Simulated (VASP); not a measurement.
# GaAs (F-43m) in VASP: further runs

Runs on GaAs. Level: PBE. Tasks: relaxation of cell and atoms.

All numbers are computed with VASP 6.6.1; they aren't measurements. Logs are shortened: lines on timing, memory, paths and dates and some standing lists are left out, and cuts for length are marked.

### Step 1. Starting point

The structure is cubic, space group F-43m (No. 216). The conventional cell has a = 5.654 Å, b = 5.654 Å, c = 5.654 Å, α = 90.00°, β = 90.00°, γ = 90.00°. Ga (site symmetry -43m) is surrounded by 4 As at 2.45 Å. As (site symmetry -43m) has 4 Ga at 2.45 Å as nearest neighbours.

### Step 2. Relaxation of cell and atoms, PBE

INCAR reads:

```
SYSTEM = GaAs
PREC = Accurate ; ENCUT = 520
EDIFF = 1E-7 ; ISMEAR = 0
SIGMA = 0.02 ; LREAL = .FALSE.
LASPH = .TRUE. ; NELM = 80
ALGO = Fast ; ISIF = 3
LWAVE = .FALSE. ; LCHARG = .FALSE.
GGA = PE ; IBRION = 2
NSW = 80 ; EDIFFG = -0.002
```

KPOINTS reads:

```
Automatic mesh
0
G
  6 6 6
  0 0 0
```

POSCAR reads:

```
GaAs
1.0
    0.0000000000      2.8268500000      2.8268500000
    2.8268500000      0.0000000000      2.8268500000
    2.8268500000      2.8268500000      0.0000000000
Ga As
1 1
Direct
    0.0000000000      0.0000000000      0.0000000000
    0.2500000000      0.2500000000      0.2500000000
```

Potentials or basis: VASP PAW PBE potentials, release 64 (Ga_d, As).

Launch:

```sh
$ cat potpaw_PBE.64/Ga_d/POTCAR potpaw_PBE.64/As/POTCAR > POTCAR
$ mpirun -np 1 vasp_std > vasp.out
```

OUTCAR:

```text
SYSTEM = GaAs
   PREC = Accurate
   ENCUT = 520
   EDIFF = 1E-7
   ISMEAR = 0
   LREAL = .FALSE.
   LASPH = .TRUE.
   NELM = 80
   ISIF = 3
   GGA = PE
   IBRION = 2
   NSW = 80
   EDIFFG = -0.002

 ion  position               nearest neighbor table
   1  0.000  0.000  0.000-   2 2.45   2 2.45   2 2.45   2 2.45
   2  0.250  0.250  0.250-   1 2.45   1 2.45   1 2.45   1 2.45

  LATTYP: Found a face centered cubic cell.
 ALAT       =     5.6537000000

  Lattice vectors:

 A1 = (   0.0000000000,   2.8268500000,   2.8268500000)
 A2 = (   2.8268500000,   0.0000000000,   2.8268500000)
 A3 = (   2.8268500000,   2.8268500000,   0.0000000000)

Analysis of symmetry for initial positions (statically):
=====================================================================
 Subroutine PRICEL returns:
 Original cell was already a primitive cell.

 Routine SETGRP: Setting up the symmetry group for a
 face centered cubic supercell.

 Subroutine GETGRP returns: Found 24 space group operations
 (whereof 24 operations were pure point group operations)
 out of a pool of 48 trial point group operations.

The static configuration has the point symmetry T_d .

Analysis of symmetry for dynamics (positions and initial velocities):
=====================================================================
 Subroutine PRICEL returns:
 Original cell was already a primitive cell.

 Routine SETGRP: Setting up the symmetry group for a
 face centered cubic supercell.

 Subroutine GETGRP returns: Found 24 space group operations
 (whereof 24 operations were pure point group operations)
 out of a pool of 48 trial point group operations.

The dynamic configuration has the point symmetry T_d .

 Subroutine INISYM returns: Found 24 space group operations
 (whereof 24 operations are pure point group operations),
 and found     1 'primitive' translations

----------------------------------------------------------------------------------------

                                     Primitive cell

  volume of cell :      45.1792

  direct lattice vectors                    reciprocal lattice vectors
     0.000000000  2.826850000  2.826850000    -0.176875321  0.176875321  0.176875321
     2.826850000  0.000000000  2.826850000     0.176875321 -0.176875321  0.176875321
     2.826850000  2.826850000  0.000000000     0.176875321  0.176875321 -0.176875321

  length of vectors
     3.997769609  3.997769609  3.997769609     0.306357042  0.306357042  0.306357042

  position of ions in fractional coordinates (direct lattice)
     0.000000000  0.000000000  0.000000000
     0.250000000  0.250000000  0.250000000

  ion indices of the primitive-cell ions
   primitive index   ion index
                 1           1
                 2           2

----------------------------------------------------------------------------------------

 KPOINTS: Automatic mesh

Automatic generation of k-mesh.
 Grid dimensions read from file:
 generate k-points for:    6    6    6

 Generating k-lattice:

  Cartesian coordinates                     Fractional coordinates (reciprocal lattice)
    -0.029479220  0.029479220  0.029479220     0.166666667  0.000000000  0.000000000
     0.029479220 -0.029479220  0.029479220     0.000000000  0.166666667  0.000000000
     0.029479220  0.029479220 -0.029479220     0.000000000  0.000000000  0.166666667

  Length of vectors
     0.051059507  0.051059507  0.051059507

  Shift w.r.t. Gamma in fractional coordinates (k-lattice)
     0.000000000  0.000000000  0.000000000

 Subroutine IBZKPT returns following result:
 ===========================================

 Found     16 irreducible k-points:

 Following reciprocal coordinates:
            Coordinates               Weight
  0.000000  0.000000  0.000000      1.000000
  0.166667  0.000000  0.000000      8.000000
  0.333333  0.000000  0.000000      8.000000
  0.500000  0.000000  0.000000      4.000000
  0.166667  0.166667  0.000000      6.000000
  0.333333  0.166667  0.000000     24.000000
[... 8 lines left out ...]
 -0.333333  0.333333  0.166667     24.000000
 -0.333333  0.500000  0.166667     12.000000
   k-points           NKPTS =     16   k-points in BZ     NKDIM =     16   number of bands    NBANDS=     13
   number of dos      NEDOS =    301   number of ions     NIONS =      2
   total plane-waves  NPLWV =  27000
   dimension x,y,z NGX =    30 NGY =   30 NGZ =   30
   dimension x,y,z NGXF=    60 NGYF=   60 NGZF=   60
   ions per type =               1   1
   NGX,Y,Z   is equivalent  to a cutoff of  12.48, 12.48, 12.48 a.u.
   NGXF,Y,Z  is equivalent  to a cutoff of  24.95, 24.95, 24.95 a.u.
 SYSTEM =  GaAs
   PREC   = accura    normal or accurate (medium, high low for compatibility)
   ISTART =      0    job   : 0-new  1-cont  2-samecut
   ICHARG =      2    charge: 1-file 2-atom 10-const
   ISPIN  =      1    spin polarized calculation?
   LNONCOLLINEAR =      F non collinear calculations
   LSORBIT =      F    spin-orbit coupling
   LASPH  =      T    aspherical Exc in radial PAW
   ENCUT  =  520.0 eV  38.22 Ry    6.18 a.u.   7.43  7.43  7.43*2*pi/ulx,y,z
   NELM   =     80;   NELMIN=  2; NELMDL= -5     # of ELM steps
   EDIFF  = 0.1E-06   stopping-criterion for ELM
   LREAL  =      F    real-space projection
   EDIFFG = -.2E-02   stopping-criterion for IOM
   NSW    =     80    number of steps for IOM
   IBRION =      2    ionic relax: 0-MD 1-quasi-New 2-CG
   NFREE  =      1    steps in history (QN), initial steepest desc. (CG)
   ISIF   =      3    stress and relaxation
   ISYM   =      2    0-nonsym 1-usesym 2-fastsym
   POTIM  = 0.5000    time-step for ionic-motion
   TEBEG  =    0.0;   TEEND  =   0.0 temperature during run
   PSTRESS=    0.0 pullay stress
   NELECT =      18.0000    total number of electrons
   NUPDOWN=      -1.0000    fix difference up-down
   EMIN   =  10.00;   EMAX   =-10.00  energy-range for DOS
   EFERMI =   0.00;   METHOD = LEGACY
   ISMEAR =     0;   SIGMA  =   0.02  broadening in eV -4-tet -1-fermi 0-gaus
   EFERMI_NEDOS =   21; number of points for ismear=-14 and -15
   IALGO  =     68    algorithm
   IMIX   =      4    mixing-type and parameters
     AMIX     =   0.40;   BMIX     =  1.00
     AMIX_MAG =   1.60;   BMIX_MAG =  1.00
  volume/ion in A,a.u.               =      22.59       152.44
  Fermi-wavevector in a.u.,A,eV,Ry     =   1.204628  2.276417 19.743799  1.451128
  Thomas-Fermi vector in A             =   2.340347
   LORBIT       =      0    0 simple, 1 ext, 2 COOP (PROOUT), +10 PAW based schemes
   GGA     = PE    functional components
   LHFCALC =     F    Hartree Fock is set to
   AEXX    =    0.0000 exact exchange contribution
   IVDW    =     0    specifies the selected vdW correction
   LEPSILON=     F    determine dielectric tensor
   LRPA    =     F    only Hartree local field effects (RPA)
 conjugate gradient relaxation of ions
 non-spin polarized calculation
 RMM-DIIS sequential band-by-band and
 Gauss-broadening in eV      SIGMA  =   0.02
  energy-cutoff  :      520.00
  volume of cell :       45.18
 maximum number of plane-waves:      1243
 NGX is ok and might be reduce to    30
   NGX = 15   NGY = 15   NGZ = 15

--------------------------------------- Ionic step        1  -------------------------------------------

 number of electron      17.9999995 magnetization

 Free energy of the ion-electron system (eV)
  ---------------------------------------------------
  ext. energy  EPLUGINS =         0.00000000
  ---------------------------------------------------
  free energy    TOTEN  =        -8.22700815 eV

  energy without entropy =       -8.22700815  energy(sigma->0) =       -8.22700815

------------------------ aborting loop because EDIFF is reached ----------------------------------------

  FORCE on cell =-STRESS in cart. coord.  units (eV):
  Direction    XX          YY          ZZ          XY          YZ          ZX
  --------------------------------------------------------------------------------------
  -------------------------------------------------------------------------------------
  Total        0.9727559      0.9727559      0.9727559      0.0000000      0.0000000     -0.0000000
  in kB       34.4965886     34.4965886     34.4965886      0.0000000      0.0000000     -0.0000000
  external PRESSURE =      34.4965886 kB  Pullay stress =       0.0000000 kB

 VOLUME and BASIS-vectors are now :
 -----------------------------------------------------------------------------
  energy-cutoff  :      520.00
  volume of cell :       45.18
      direct lattice vectors                 reciprocal lattice vectors
     0.000000000  2.826850000  2.826850000    -0.176875321  0.176875321  0.176875321
     2.826850000  0.000000000  2.826850000     0.176875321 -0.176875321  0.176875321
     2.826850000  2.826850000  0.000000000     0.176875321  0.176875321 -0.176875321

 POSITION                                       TOTAL-FORCE (eV/Angst)
 -----------------------------------------------------------------------------------
      0.00000      0.00000      0.00000        -0.000000     -0.000000     -0.000000
      1.41342      1.41342      1.41342         0.000000      0.000000      0.000000
 -----------------------------------------------------------------------------------
    total drift:                                0.000002      0.000002      0.000002

  FREE ENERGIE OF THE ION-ELECTRON SYSTEM (eV)
  ---------------------------------------------------
  free  energy   TOTEN  =        -8.2270081478 eV
[... 17 lines left out ...]
 VOLUME and BASIS-vectors are now :
 -----------------------------------------------------------------------------
  energy-cutoff  :      520.00
  volume of cell :       48.43
      direct lattice vectors                 reciprocal lattice vectors
     0.000000000  2.893179667  2.893179667    -0.172820238  0.172820238  0.172820238
     2.893179667  0.000000000  2.893179667     0.172820238 -0.172820238  0.172820238
     2.893179667  2.893179667 -0.000000000     0.172820238  0.172820238 -0.172820238

 POSITION                                       TOTAL-FORCE (eV/Angst)
 -----------------------------------------------------------------------------------
      5.78636      2.89318      2.89318         0.000000      0.000000      0.000000
      1.44659      1.44659      1.44659        -0.000000     -0.000000     -0.000000
 -----------------------------------------------------------------------------------
    total drift:                                0.000002      0.000002      0.000002

  FREE ENERGIE OF THE ION-ELECTRON SYSTEM (eV)
  ---------------------------------------------------
  free  energy   TOTEN  =        -8.2475939037 eV

  energy  without entropy=       -8.2474319260  energy(sigma->0) =       -8.24751291

--------------------------------------- Ionic step        3  -------------------------------------------

 number of electron      17.9999988 magnetization

 Free energy of the ion-electron system (eV)
  ---------------------------------------------------
  ext. energy  EPLUGINS =         0.00000000
  ---------------------------------------------------
  free energy    TOTEN  =        -8.25085923 eV

  energy without entropy =       -8.25085923  energy(sigma->0) =       -8.25085923

 E-fermi :   3.5540     XC(G=0):  -9.3582

 val. band max:        3.4803241775   @ k =   0.0000   0.0000   0.0000
 cond. band min:       3.6246825363   @ k =   0.0000   0.0000   0.0000
 fundamental gap:      0.1443583589
 Fermi energy:         3.5539636506

 k-point     1 :       0.0000    0.0000    0.0000
  band No.  band energies     occupation
      1     -11.2577      2.00000
      2     -11.2577      2.00000
      3     -11.2577      2.00000
      4     -11.1905      2.00000
      5     -11.1905      2.00000
      6      -8.8954      2.00000
      7       3.4803      2.00000
      8       3.4803      2.00000
      9       3.4803      2.00000
     10       3.6247      0.00000
     11       7.1879      0.00000
     12       7.1879      0.00000
     13       7.1879      0.00000

 k-point     2 :       0.1667    0.0000    0.0000
  band No.  band energies     occupation
      1     -11.2752      2.00000
      2     -11.2528      2.00000
      3     -11.2528      2.00000
      4     -11.1905      2.00000
      5     -11.1905      2.00000
      6      -8.5984      2.00000
      7       0.7758      2.00000
      8       3.1275      2.00000
      9       3.1275      2.00000
     10       4.9048      0.00000
     11       7.7033      0.00000
     12       7.7033      0.00000
     13       8.0066      0.00000
[... 235 lines left out ...]
 VOLUME and BASIS-vectors are now :
 -----------------------------------------------------------------------------
  energy-cutoff  :      520.00
  volume of cell :       47.51
      direct lattice vectors                 reciprocal lattice vectors
     0.000000000  2.874738639  2.874738639    -0.173928855  0.173928855  0.173928855
     2.874738639  0.000000000  2.874738639     0.173928855 -0.173928855  0.173928855
     2.874738639  2.874738639 -0.000000000     0.173928855  0.173928855 -0.173928855

 POSITION                                       TOTAL-FORCE (eV/Angst)
 -----------------------------------------------------------------------------------
      0.00000      0.00000      0.00000        -0.000000     -0.000000     -0.000000
      1.43737      1.43737      1.43737         0.000000      0.000000      0.000000
 -----------------------------------------------------------------------------------
    total drift:                                0.000002      0.000002      0.000002

  FREE ENERGIE OF THE ION-ELECTRON SYSTEM (eV)
  ---------------------------------------------------
  free  energy   TOTEN  =        -8.2508592334 eV

  energy  without entropy=       -8.2508592330  energy(sigma->0) =       -8.25085923

 reached required accuracy - stopping structural energy minimisation
```

Wall time 22 s (1 thread of Intel Xeon Platinum 8488C (Sapphire Rapids), shared host); peak memory 0.17 GiB.

Results:

```
Free energy                            : -8.2509 eV
Relaxed volume                         : 23.76 Å³/atom
Relaxed cell                           : a = 4.065 Å, b = 4.065 Å, c = 4.065 Å, α = 60.00°, β = 60.00°, γ = 60.00°
Space group after relaxing (to 0.05 Å) : F-43m (No. 216)
Energy gained by relaxing              : 11.9 meV/atom
Ionic steps                            : 3
Pressure after relaxing                : 0.0 GPa
Band gap on the k mesh                 : 0.14 eV, direct
```

The path:
| step | energy change (eV) | largest force (eV/Å) | pressure (GPa) | volume (Å³) |
| --- | --- | --- | --- | --- |
| 1 | 0.0000 | 0.0000 | 3.45 | 45.18 |
| 2 | -0.0206 | 0.0000 | -1.02 | 48.43 |
| 3 | -0.0239 | 0.0000 | 0.01 | 47.51 |

Final structure:
```xyz
2
Lattice="0.0000 2.8747 2.8747 2.8747 0.0000 2.8747 2.8747 2.8747 0.0000" Properties=species:S:1:pos:R:3 pbc="T T T"
Ga    0.0000    0.0000    0.0000
As    1.4374    1.4374    1.4374
```

PBE gaps usually lie below the measured ones, often by a third to a half. PBE usually gives volumes a little too large and moduli too small.

### Step 3. Relaxation of cell and atoms, PBE

This run uses another cell than the first one, of 23.76 Å³/atom, 1.052 times its volume.

INCAR is that of step 2.

KPOINTS is that of step 2.

POSCAR reads:

```
GaAs                                    
1.0
    0.0000000000      2.8747386393      2.8747386393
    2.8747386393      0.0000000000      2.8747386393
    2.8747386393      2.8747386393     -0.0000000000
  Ga              As            
     1     1
Direct
     0.0000000000000000    0.0000000000000000    0.0000000000000000
     0.2500000000000000    0.2500000000000000    0.2500000000000000
```

Potentials or basis: VASP PAW PBE potentials, release 64 (Ga_d, As).

Launch:

```sh
$ cat potpaw_PBE.64/Ga_d/POTCAR potpaw_PBE.64/As/POTCAR > POTCAR
$ mpirun -np 1 vasp_std > vasp.out
```

Run time: 9 s. Hardware: 1 thread of Intel Xeon Platinum 8488C (Sapphire Rapids), shared host; peak memory 0.16 GiB.

It converged, with:

```
Free energy             : -8.2510 eV
Pressure after relaxing : 0.0 GPa
Band gap on the k mesh  : 0.14 eV, direct
```

Final structure:
```cif
data_structure
_symmetry_space_group_name_H-M 'P 1'
_symmetry_Int_Tables_number 1
_cell_length_a 4.0655
_cell_length_b 4.0655
_cell_length_c 4.0655
_cell_angle_alpha 60.000
_cell_angle_beta 60.000
_cell_angle_gamma 60.000
_cell_volume 47.51
loop_
_atom_site_label
_atom_site_type_symbol
_atom_site_fract_x
_atom_site_fract_y
_atom_site_fract_z
_atom_site_occupancy
Ga1 Ga 0.00000 0.00000 0.00000 1
As1 As 0.25000 0.25000 0.25000 1
```

Levels at points of the mesh, in eV from the valence-band top:
| k point | band 7 | band 8 | band 9 | band 10 | band 11 | band 12 |
| --- | --- | --- | --- | --- | --- | --- |
| (0.00, 0.00, 0.00) | 0.00 | 0.00 | 0.00 | 0.14 | 3.71 | 3.71 |
| (0.50, 0.00, 0.00) | -6.38 | -1.07 | -1.07 | 0.86 | 4.61 | 4.61 |
| (0.50, 0.50, 0.00) | -6.60 | -2.51 | -2.51 | 1.55 | 1.67 | 9.77 |

Caveat: the relaxation stopped at its first step, so nothing moved. A hybrid or GW would open this gap; PBE tends to underestimate it.
